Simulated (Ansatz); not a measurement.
# Si(111) with Br on 25 % of the top atoms and H on the rest: bands and core levels

What would XPS and angle-resolved spectra of Si(111) with Br on 25 % of the top atoms and H on the rest look like?

Calculated with Ansatz 0.2.0; DFT, PBE, plane-wave PAW, scalar-relativistic; PAW set soft_1.

### Step 1. The starting structure

The cell holds 32 atoms: 1 Br, 7 H and 24 Si. Cell: a = 7.679 Å, b = 7.679 Å, c = 24.774 Å, α = 90.0°, β = 90.0°, γ = 60.0°. It derives from Si. How the cell was made: terminated face; group: Br; share of top atoms: 0.25; rest: H; oxygen in back bonds: 0; lower face: H. Regions: ad, 4 atoms (1 Br and 3 H); L1, 4 atoms (4 Si); L2, 4 atoms (4 Si); L3, 4 atoms (4 Si); mid, 4 atoms (4 Si); rest, 12 atoms (8 Si and 4 H). Vacuum lies along c.

### Step 2. Relaxation

Levels and vacuum steps follow bond lengths, so the atoms are relaxed first. 12 atoms are held to stand for the bulk. A dipole correction cancels the field between unlike faces.

File input.yaml:

```yaml
crystal:
  lattice:
    - [7.6791796437, 0.0, 0.0]
    - [3.8395898218, 6.6503646517, 0.0]
    - [0.0, 0.0, 24.7737769138]
  atoms:
    - { symbol: Br, position: [0.0, 0.0, 0.717443165] }
    - { symbol: H, position: [0.5, 0.0, 0.681518082] }
    - { symbol: H, position: [0.0, 0.5, 0.681518082] }
    - { symbol: H, position: [0.5, 0.5, 0.681518082] }
    - { symbol: Si, position: [0.0, 0.0, 0.626217672] }
    - { symbol: Si, position: [0.5, 0.0, 0.626217672] }
    - { symbol: Si, position: [0.0, 0.5, 0.626217672] }
    - { symbol: Si, position: [0.5, 0.5, 0.626217672] }
    - { symbol: Si, position: [0.833333333, 0.333333333, 0.594581277] }
    - { symbol: Si, position: [0.333333333, 0.333333333, 0.594581277] }
    - { symbol: Si, position: [0.833333333, 0.833333333, 0.594581277] }
    - { symbol: Si, position: [0.333333333, 0.833333333, 0.594581277] }
    - { symbol: Si, position: [0.833333333, 0.333333333, 0.499672093] }
    - { symbol: Si, position: [0.333333333, 0.333333333, 0.499672093] }
    - { symbol: Si, position: [0.833333333, 0.833333333, 0.499672093] }
    - { symbol: Si, position: [0.333333333, 0.833333333, 0.499672093] }
    - { symbol: Si, position: [0.166666667, 0.166666667, 0.468035698] }
    - { symbol: Si, position: [0.666666667, 0.166666667, 0.468035698] }
    - { symbol: Si, position: [0.166666667, 0.666666667, 0.468035698] }
    - { symbol: Si, position: [0.666666667, 0.666666667, 0.468035698] }
    - { symbol: Si, position: [0.166666667, 0.166666667, 0.373126513] }
    - { symbol: Si, position: [0.666666667, 0.166666667, 0.373126513] }
    - { symbol: Si, position: [0.166666667, 0.666666667, 0.373126513] }
    - { symbol: Si, position: [0.666666667, 0.666666667, 0.373126513] }
    - { symbol: Si, position: [0.0, 0.0, 0.341490118] }
    - { symbol: Si, position: [0.5, 0.0, 0.341490118] }
    - { symbol: Si, position: [0.0, 0.5, 0.341490118] }
    - { symbol: Si, position: [0.5, 0.5, 0.341490118] }
    - { symbol: H, position: [0.0, 0.0, 0.282556835] }
    - { symbol: H, position: [0.5, 0.0, 0.282556835] }
    - { symbol: H, position: [0.0, 0.5, 0.282556835] }
    - { symbol: H, position: [0.5, 0.5, 0.282556835] }
kpoints:
  mp_grid: { grid: [3, 3, 1] }
scf:
  occupations: { method: fermi_dirac, width: 0.02 }
  n_extra_bands: 23
hamiltonian:
  xc: pbe
  pseudopotentials: { kind: paw, azcp: { folder: soft_1 } }
output:
  forces: true
  write_potential: true
  volumetric_format: []
efield:
  axis: 3
  dipole_correction: true
relax:
  f_tol: 0.03
  max_steps: 70
  constraints: [{ sites: [20, 21, 22, 23, 24, 25, 26, 27, 28, 29, 30, 31] }]
```

Run with:

```console
ansatz run input.yaml --threads 4 --pin off --max-ram 11264MiB --backend cpu --events-out ev --progress --plain --runs-dir out
```

Numbers of over 12 decimals in the logs are rounded to 6 here.

The log of the run:

```text
scf.n_extra_bands = 23 over 55 filled bands (N_el = 110.0): the run solves 78 bands
Engine: ansatz 0.2.0, x86_64-unknown-linux-gnu
Pseudopotentials: kind: paw
Pseudopotential: Br, paw, valence charge 7, recommended cutoff 420 eV (normal), soft_1/Br.paw.azcp
Pseudopotential: H, paw, valence charge 1, recommended cutoff 420 eV (normal), soft_1/H.paw.azcp
Pseudopotential: Si, paw, valence charge 4, recommended cutoff 420 eV (normal), soft_1/Si.paw.azcp
Functional definition: PBE
  parameter kappa = 0.804
  parameter beta = 0.066725
  exchange = pbe_x(kappa = kappa, mu = beta*pi^2/3)
  correlation = pbe_c(beta = beta)
Crystal: 32 atoms, lattice volume = 1265.181 Å³
Basis set: ecut = 420 eV, 24701 PW (Γ), exchange–correlation on 108×108×360 points (8 copies of the dense FFT grid, shifted against one another)
Bands: 78, of which v1, the nominal top of the filled ones, is band 55 counted from 1 (54 counted from 0)
Symmetry: 6 space group operations
Space group: P3m1 (ITA 156), of the structure as read, at distance tolerance 1.1e-4 Å
k-points: 3 of 9 (time reversal used)
Non-local potential: Br, projectors of the file, l = 0: 2, l = 1: 2, l = 2: 2
Non-local potential: H, projectors of the file, l = 0: 2, l = 1: 1
Non-local potential: Si, projectors of the file, l = 0: 2, l = 1: 2, l = 2: 1
PAW form: soft (Blöchl's): semilocal exchange-correlation on the pseudo side does not see the compensation charge
PAW one-centre angular grid: Br, 110 points (default); XC on 64 Gauss nodes
PAW one-centre angular grid: H, 110 points (default); XC on 64 Gauss nodes
PAW one-centre angular grid: Si, 110 points (default); XC on 64 Gauss nodes
Initial density: superposition of atomic densities (neutral atoms: chi_scale 0, normalization atom)
Initial wavefunctions: pseudopotential atomic-orbital guess
Functional: x = pbe(κ = 0.804, μ = 0.219515), c = pbe(β = 0.066725)
SCF iter   1: F=—  HF=-18158.340943 eV  |F-HF|=—  |Δ(HF+E_count)|=         —  Δρ=3.90e-2  dr2=1.70e1  ethr=3.10e-3  p=0.000 e·Å  D=1.94e-7 V/Å  ΔV_dip=-0.00 eV  dr2_dipole=2.52e-3  V_vac-E_F(+/−)=6.31/6.31 eV  ⟨swp⟩=10.7  Hψ=1631  notcnv=0  defer=5
efield: sawtooth ramp at fractional position 0.9500 (placed from the atoms, in the widest stretch of the axis that holds none; the zero of the levels goes with the place), width 0.1000; the density the first Hamiltonian is built on has a dipole p = 0.000 e·Å; the dipole correction subtracts the counter field D = 1.94e-7 V/Å, which shifts the + side's vacuum level by -0.00 eV against the − side's; the planar-averaged density in the ramp window peaks in size at 2.4e-6 e/Å³
preconditioner: auto → Resta (q_TF=auto, 1.816 Å⁻¹)  ε∞=2.8  [insulator: Δε(μ)=1.414 eV  Ē_g=8.237 eV  σ=0.020 eV  W_gap=1.00  n_scr=134 (ndim 8)  ℏωp=10.9 eV  f_vac=0.479  D(μ)=0.00/eV (n_scr^D=0)  ε∞_Penn≈2.8  vacuum switching on, ρ_ref=4.9e-3 e/Å³]
SCF iter   2: F=—  HF=-18154.561034 eV  |F-HF|=—  |Δ(HF+E_count)|=    3.78e0  Δρ=1.91e-2  dr2=4.46e0  ethr=3.10e-3  p=0.042 e·Å  D=5.97e-3 V/Å  ΔV_dip=-0.15 eV  dr2_dipole=6.74e-3  V_vac-E_F(+/−)=5.50/5.65 eV  ⟨swp⟩=3.0  Hψ=424  notcnv=0  defer=51
SCF iter   3: F=—  HF=-18153.428331 eV  |F-HF|=—  |Δ(HF+E_count)|=    1.13e0  Δρ=2.08e-3  dr2=2.87e-1  ethr=3.10e-3  p=-0.180 e·Å  D=-2.58e-2 V/Å  ΔV_dip=0.64 eV  dr2_dipole=6.33e-2  V_vac-E_F(+/−)=4.64/4.00 eV  ⟨swp⟩=3.7  Hψ=386  notcnv=0  defer=51
SCF iter   4: F=—  HF=-18153.412421 eV  |F-HF|=—  |Δ(HF+E_count)|=   1.59e-2  Δρ=1.20e-3  dr2=6.69e-2  ethr=2.61e-4  p=-0.018 e·Å  D=-2.54e-3 V/Å  ΔV_dip=0.06 eV  dr2_dipole=2.83e-2  V_vac-E_F(+/−)=4.46/4.40 eV  ⟨swp⟩=4.3  Hψ=373  notcnv=0  defer=51
SCF iter   5: F=—  HF=-18153.415228 eV  |F-HF|=—  |Δ(HF+E_count)|=   2.81e-3  Δρ=5.39e-4  dr2=2.00e-2  ethr=6.08e-5  p=-0.107 e·Å  D=-1.52e-2 V/Å  ΔV_dip=0.38 eV  dr2_dipole=1.90e-3  V_vac-E_F(+/−)=4.59/4.22 eV  ⟨swp⟩=5.3  Hψ=354  notcnv=0  defer=40
SCF iter   6: F=—  HF=-18153.414419 eV  |F-HF|=—  |Δ(HF+E_count)|=   8.09e-4  Δρ=1.83e-4  dr2=9.20e-4  ethr=1.82e-5  p=-0.095 e·Å  D=-1.36e-2 V/Å  ΔV_dip=0.34 eV  dr2_dipole=3.13e-6  V_vac-E_F(+/−)=4.51/4.17 eV  ⟨swp⟩=3.0  Hψ=340  notcnv=0  defer=40
SCF iter   7: F=—  HF=-18153.414873 eV  |F-HF|=—  |Δ(HF+E_count)|=   4.55e-4  Δρ=6.11e-5  dr2=9.71e-5  ethr=8.37e-7  p=-0.099 e·Å  D=-1.42e-2 V/Å  ΔV_dip=0.35 eV  dr2_dipole=1.03e-5  V_vac-E_F(+/−)=4.51/4.15 eV  ⟨swp⟩=2.0  Hψ=400  notcnv=0  defer=40
SCF iter   8: F=-18153.414930 eV  HF=-18153.414929 eV  |F-HF|=8.49e-7  |Δ(HF+E_count)|=   5.54e-5  Δρ=1.76e-5  dr2=5.74e-6  ethr=2.05e-8  p=-0.098 e·Å  D=-1.40e-2 V/Å  ΔV_dip=0.35 eV  dr2_dipole=2.13e-8  V_vac-E_F(+/−)=4.50/4.15 eV  ⟨swp⟩=14.0  Hψ=2336  notcnv=0
SCF 1 converged in 8 iterations: F = -18153.414930 eV  dr2 = 5.74e-6
  greatest PAW one-centre occupation: 0.915 electrons in one spin orbital (limit 2), on the Br atom at site 0 (counted from 0), in its partial waves of l = 0
relax step   1: F+E_penalty+E_count = -18153.41492963 eV  Δ(F+E_penalty+E_count) = +0.000e0 eV  max|allowed force component| = 2.862e0 eV/Å  Δτ_max = 0.0000 Å  (8 SCF iters, dr2 threshold 2.25e-5 eV, accepted)
Initial density: handed on by an earlier stage of this run
Initial wavefunctions: those handed on with the density
iter 1 solved again at ethr=1.47e-4 eV; its pass at ethr=3.10e-3 eV (dr2=1.61e-1 eV) is discarded
SCF iter   1: F=—  HF=-18153.888047 eV  |F-HF|=—  |Δ(HF+E_count)|=         —  Δρ=4.40e-3  dr2=1.64e-1  ethr=1.47e-4  p=-0.098 e·Å  D=-1.40e-2 V/Å  ΔV_dip=0.35 eV  dr2_dipole=1.27e-3  V_vac-E_F(+/−)=4.47/4.12 eV  ⟨swp⟩=1.7  Hψ=834  notcnv=0  defer=41
efield: sawtooth ramp at fractional position 0.9500 (handed on by an earlier solve), width 0.1000; the density the first Hamiltonian is built on has a dipole p = -0.098 e·Å; the dipole correction subtracts the counter field D = -1.40e-2 V/Å, which shifts the + side's vacuum level by +0.35 eV against the − side's; the planar-averaged density in the ramp window peaks in size at 2.5e-6 e/Å³
preconditioner: auto → Resta (q_TF=auto, 1.816 Å⁻¹)  ε∞=2.9  [insulator: Δε(μ)=1.086 eV  Ē_g=8.023 eV  σ=0.020 eV  W_gap=1.00  n_scr=134 (ndim 8)  ℏωp=10.9 eV  f_vac=0.500  D(μ)=0.00/eV (n_scr^D=0)  ε∞_Penn≈2.9  vacuum switching on, ρ_ref=4.7e-3 e/Å³]
SCF iter   2: F=—  HF=-18153.858058 eV  |F-HF|=—  |Δ(HF+E_count)|=   3.00e-2  Δρ=2.11e-3  dr2=3.37e-2  ethr=1.47e-4  p=-0.124 e·Å  D=-1.77e-2 V/Å  ΔV_dip=0.44 eV  dr2_dipole=2.64e-5  V_vac-E_F(+/−)=4.56/4.12 eV  ⟨swp⟩=2.3  Hψ=326  notcnv=0  defer=41
[...]
SCF iter   4: F=—  HF=-18153.941336 eV  |F-HF|=—  |Δ(HF+E_count)|=   5.01e-7  Δρ=4.63e-6  dr2=2.41e-6  ethr=6.41e-9  p=-0.135 e·Å  D=-1.93e-2 V/Å  ΔV_dip=0.48 eV  dr2_dipole=1.27e-6  V_vac-E_F(+/−)=4.60/4.12 eV  ⟨swp⟩=2.0  Hψ=278  notcnv=0  defer=45
SCF iter   5: F=—  HF=-18153.941336 eV  |F-HF|=—  |Δ(HF+E_count)|=   2.58e-7  Δρ=1.93e-6  dr2=1.31e-7  ethr=2.19e-9  p=-0.134 e·Å  D=-1.92e-2 V/Å  ΔV_dip=0.48 eV  dr2_dipole=2.34e-8  V_vac-E_F(+/−)=4.60/4.12 eV  ⟨swp⟩=2.0  Hψ=226  notcnv=0  defer=45
SCF iter   6: F=-18153.941336 eV  HF=-18153.941336 eV  |F-HF|=5.49e-10  |Δ(HF+E_count)|=   3.55e-8  Δρ=6.76e-7  dr2=1.26e-8  ethr=9.09e-11  p=-0.134 e·Å  D=-1.92e-2 V/Å  ΔV_dip=0.48 eV  dr2_dipole=2.55e-9  V_vac-E_F(+/−)=4.60/4.12 eV  ⟨swp⟩=10.0  Hψ=1632  notcnv=0
SCF 5 converged in 6 iterations: F = -18153.941336 eV  dr2 = 1.26e-8
  greatest PAW one-centre occupation: 0.916 electrons in one spin orbital (limit 2), on the Br atom at site 0 (counted from 0), in its partial waves of l = 0
relax step   5: F+E_penalty+E_count = -18153.94133583 eV  Δ(F+E_penalty+E_count) = -5.667e-4 eV  max|allowed force component| = 2.479e-3 eV/Å  Δτ_max = 0.0068 Å  (6 SCF iters, accepted)
NSCF: frozen V_eff on 3 k-points
the band table was solved once a step of the walk had ended and its energy, with any forces and stress, was formed, with the checks that follow a solve (1739 applications of the Hamiltonian). They found nothing against the state; the energy, forces and stress were not computed again (output.eigenvalues in the input reference)
WARN: The output density's exchange-correlation potential varies sharply where the density is thin. Do not read a vacuum level from v_tot or v_xc, or from such a field of the output density. On a cell that repeats whose density bears no net charge and no dipole along the vacuum's axis use v_es (v_loc + v_h of the components); under efield.dipole_correction with no amplitude use v_es + v_field, which holds any externa [...]
SCF converged after 6 iterations
Free energy (F): -18153.941336 eV
Harris-Foulkes:  -18153.941336 eV  (|F-HF|=5.49e-10)
Internal energy: -18153.941336 eV  (E = F + TS)
E sigma→0 (E₀):  -18153.941336 eV
Fermi energy:    0.123414 eV
Dipole field:    D = -0.019185 V/Å  (p = -0.134138 e·Å, saw-weighted, corrected)
Work function:   Φ+ = 4.6000 eV   Φ− = 4.1247 eV
Levels:          The Fermi level and band energies are counted from a zero that moves with the ramp; work functions are not
--- Per-component energies (eV) ---
  E_band       = -599.407626
  E_kinetic    = 1198.711704
  E_local      = -29138.821256  (includes V_loc(G=0)·N_el)
  E_nonlocal   = 603.324387
  E_hartree    = 14058.368344
  E_xc         = -1610.086966
  E_vxc        = -1329.361406  (∫ρ·V_xc dr)
  E_paw        = -14596.812297  (= ΣΔE_a)
  E_vpaw       = -49.871860  (= ΣTr[D̂ρ^β])
  E_aug_tail   = -0.006033  (compensation charges beyond the density's cutoff)
  E_efield     = 0.001287  (sawtooth field / dipole correction)
  E_vefield    = -0.124686  (∫n·V_field dr)
  E_ewald      = 11331.379495
  E_smearing   = -0.000000  (= −TS)
  E_closure    = 0.000000  (closes the sum)
  Σ components = -18153.941336   (vs F -18153.941336, Δ=0.00e0)
--- Forces (eV/Å), atoms counted from 1 ---
  atom   1  Br     0.00000000     0.00000000    -0.00146848
  atom   2  H     -0.00000000     0.00006448    -0.00140305
  atom   3  H      0.00005584    -0.00003224    -0.00140305
  atom   4  H     -0.00005584    -0.00003224    -0.00140305
  atom   5  Si    -0.00000000    -0.00000000    -0.00247932
  atom   6  Si    -0.00000000     0.00037982    -0.00000177
  atom   7  Si     0.00032894    -0.00018991    -0.00000177
  atom   8  Si    -0.00032894    -0.00018991    -0.00000177
  atom   9  Si    -0.00000000     0.00187221     0.00238430
  atom  10  Si     0.00000000     0.00000000     0.00023422
  atom  11  Si    -0.00162139    -0.00093611     0.00238430
  atom  12  Si     0.00162139    -0.00093611     0.00238430
  atom  13  Si    -0.00000000     0.00068149     0.00072389
  atom  14  Si    -0.00000000    -0.00000000     0.00090023
  atom  15  Si    -0.00059019    -0.00034074     0.00072389
  atom  16  Si     0.00059019    -0.00034074     0.00072389
  atom  17  Si     0.00121243     0.00070000    -0.00070466
  atom  18  Si    -0.00121243     0.00070000    -0.00070466
  atom  19  Si     0.00000000    -0.00139999    -0.00070466
  atom  20  Si     0.00000000     0.00000000    -0.00014132
  atom  21  Si     0.00255572     0.00147555    -0.07026975
  atom  22  Si    -0.00255572     0.00147555    -0.07026975
  atom  23  Si     0.00000000    -0.00295110    -0.07026975
  atom  24  Si    -0.00000000    -0.00000000    -0.08940251
  atom  25  Si     0.00000000    -0.00000000     0.85296771
  atom  26  Si     0.00000000    -0.00107703     0.84682155
  atom  27  Si    -0.00093273     0.00053851     0.84682155
  atom  28  Si     0.00093273     0.00053851     0.84682155
  atom  29  H     -0.00000000     0.00000000    -0.77288418
  atom  30  H     -0.00000000     0.00002544    -0.77348298
  atom  31  H      0.00002203    -0.00001272    -0.77348298
  atom  32  H     -0.00002203    -0.00001272    -0.77348298
  max |Σ_I F_I| component: 7.11e-5 eV/Å
--- Band table (eV) ---
  k-point 0: bands = [... 51 lower, -0.8723, -0.8723, -0.4326, -0.4326, 0.6762, 0.6973, 0.6973, 1.1035, ... 19 higher]
  k-point 1: bands = [... 51 lower, -1.6764, -1.4579, -1.3607, -0.8286, 0.8298, 1.4013, 1.4959, 1.6313, ... 19 higher]
  k-point 2: bands = [... 51 lower, -2.0381, -1.6745, -1.5820, -1.5725, 1.7130, 2.1102, 2.1387, 2.1571, ... 19 higher]
--- Relaxed structure (5 steps of the walk, 5 accepted, 0 SCFs on fresh bases) ---
  F+E_penalty+E_count = -18153.94133583 eV   max|allowed force component| = 2.479e-3 eV/Å
  atoms:
    - { symbol: Br, position: [0, 0, 0.717529] }
    - { symbol: H, position: [0.500460, -0.000919987, 0.688395] }
    - { symbol: H, position: [-0.000919987, 0.500460, 0.688395] }
    - { symbol: H, position: [0.500460, 0.500460, 0.688395] }
    - { symbol: Si, position: [-1.8132038228566875e-19, 1.0921243264747184e-19, 0.625793] }
    - { symbol: Si, position: [0.499707, 0.000585138, 0.627802] }
    - { symbol: Si, position: [0.000585138, 0.499707, 0.627802] }
    - { symbol: Si, position: [0.499707, 0.499707, 0.627802] }
    - { symbol: Si, position: [0.832352, 0.335297, 0.596058] }
    - { symbol: Si, position: [0.333333, 0.333333, 0.596295] }
    - { symbol: Si, position: [0.832352, 0.832352, 0.596058] }
    - { symbol: Si, position: [0.335297, 0.832352, 0.596058] }
    - { symbol: Si, position: [0.833393, 0.333214, 0.500603] }
    - { symbol: Si, position: [0.333333, 0.333333, 0.500913] }
    - { symbol: Si, position: [0.833393, 0.833393, 0.500603] }
    - { symbol: Si, position: [0.333214, 0.833393, 0.500603] }
    - { symbol: Si, position: [0.166777, 0.166777, 0.468439] }
    - { symbol: Si, position: [0.666446, 0.166777, 0.468439] }
    - { symbol: Si, position: [0.166777, 0.666446, 0.468439] }
    - { symbol: Si, position: [0.666667, 0.666667, 0.468356] }
    - { symbol: Si, position: [0.166667, 0.166667, 0.373127] }
    - { symbol: Si, position: [0.666667, 0.166667, 0.373127] }
    - { symbol: Si, position: [0.166667, 0.666667, 0.373127] }
    - { symbol: Si, position: [0.666667, 0.666667, 0.373127] }
    - { symbol: Si, position: [0.0, 0.0, 0.341490118] }
    - { symbol: Si, position: [0.500000, 0.0, 0.341490118] }
    - { symbol: Si, position: [-2.7755575615628914e-17, 0.500000, 0.341490118] }
    - { symbol: Si, position: [0.500000, 0.500000, 0.341490118] }
    - { symbol: H, position: [0.0, 0.0, 0.282557] }
    - { symbol: H, position: [0.500000, 0.0, 0.282557] }
    - { symbol: H, position: [-2.7755575615628914e-17, 0.500000, 0.282557] }
    - { symbol: H, position: [0.500000, 0.500000, 0.282557] }
```

It took 24 s on 4 threads of AMD EPYC 9B14 (Zen 4), shared host; peak memory 1.8 GiB.

Step by step:

```
step  energy less that of the first step (eV)  largest force component (eV/Å)
   1                                   0.0000                          2.8625
   2                                  -0.4370                          1.0888
   3                                  -0.5244                          0.0961
   4                                  -0.5258                          0.0456
   5                                  -0.5264                          0.0025
```

The run keeps the 6 symmetry operations that it works with, so distortions that break them were not tested.

The atoms that moved most (Å):

```
atom      dx      dy     dz  length
  H2   0.000  -0.006  0.170   0.170
  H3  -0.005   0.003  0.170   0.170
  H4   0.005   0.003  0.170   0.170
Si10   0.000   0.000  0.042   0.042
 Si8  -0.003  -0.002  0.039   0.039
 Si7   0.003  -0.002  0.039   0.039
 Si6   0.000   0.004  0.039   0.039
 Si9   0.000   0.013  0.037   0.039
```

Final coordinates:

```cif
data_structure
_symmetry_space_group_name_H-M 'P 1'
_symmetry_Int_Tables_number 1
_cell_length_a 7.6792
_cell_length_b 7.6792
_cell_length_c 24.7738
_cell_angle_alpha 90.000
_cell_angle_beta 90.000
_cell_angle_gamma 60.000
_cell_volume 1265.18
loop_
_atom_site_label
_atom_site_type_symbol
_atom_site_fract_x
_atom_site_fract_y
_atom_site_fract_z
_atom_site_occupancy
Br1 Br 0.00000 0.00000 0.71753 1
H2 H 0.50046 0.99908 0.68839 1
H3 H 0.99908 0.50046 0.68839 1
H4 H 0.50046 0.50046 0.68839 1
Si5 Si 0.00000 0.00000 0.62579 1
Si6 Si 0.49971 0.00059 0.62780 1
Si7 Si 0.00059 0.49971 0.62780 1
Si8 Si 0.49971 0.49971 0.62780 1
Si9 Si 0.83235 0.33530 0.59606 1
Si10 Si 0.33333 0.33333 0.59629 1
Si11 Si 0.83235 0.83235 0.59606 1
Si12 Si 0.33530 0.83235 0.59606 1
Si13 Si 0.83339 0.33321 0.50060 1
Si14 Si 0.33333 0.33333 0.50091 1
Si15 Si 0.83339 0.83339 0.50060 1
Si16 Si 0.33321 0.83339 0.50060 1
Si17 Si 0.16678 0.16678 0.46844 1
Si18 Si 0.66645 0.16678 0.46844 1
Si19 Si 0.16678 0.66645 0.46844 1
Si20 Si 0.66667 0.66667 0.46836 1
Si21 Si 0.16667 0.16667 0.37313 1
Si22 Si 0.66667 0.16667 0.37313 1
Si23 Si 0.16667 0.66667 0.37313 1
Si24 Si 0.66667 0.66667 0.37313 1
Si25 Si 0.00000 0.00000 0.34149 1
Si26 Si 0.50000 0.00000 0.34149 1
Si27 Si 0.00000 0.50000 0.34149 1
Si28 Si 0.50000 0.50000 0.34149 1
H29 H 0.00000 0.00000 0.28256 1
H30 H 0.50000 0.00000 0.28256 1
H31 H 0.00000 0.50000 0.28256 1
H32 H 0.50000 0.50000 0.28256 1
```

Numbers from this step:

```
free energy                                                         : -18153.9413 eV
Fermi energy                                                        : 0.1234 eV
symmetry operations                                                 : 6
gap on the k-mesh                                                   : 1.109 eV
ionisation potential, upper face                                    : 5.156 eV
upper vacuum level less the lowest empty level (Kohn–Sham affinity) : 4.048 eV
ionisation potential, lower face                                    : 4.680 eV
```

The relaxation ends 16 meV an atom lower, with a largest force component of 0.0025 eV/Å on the free atoms.

(Continued in part 2 of 4.)

[Logs are printed without paths, hosts, clocks, repeated set-up lines and the standing remarks that a program may print on its own settings, such as how far it seeks lower states.]

[Hosts, paths, dates, database ids (printed as entryN), source tags and the programs' standing remarks are cut or masked in the printed files.]

[Maps of the electrostatic potential energy from Ansatz leave out the sawtooth potential of an applied field or a dipole correction, so their vacuum need not be flat; work functions include it.]
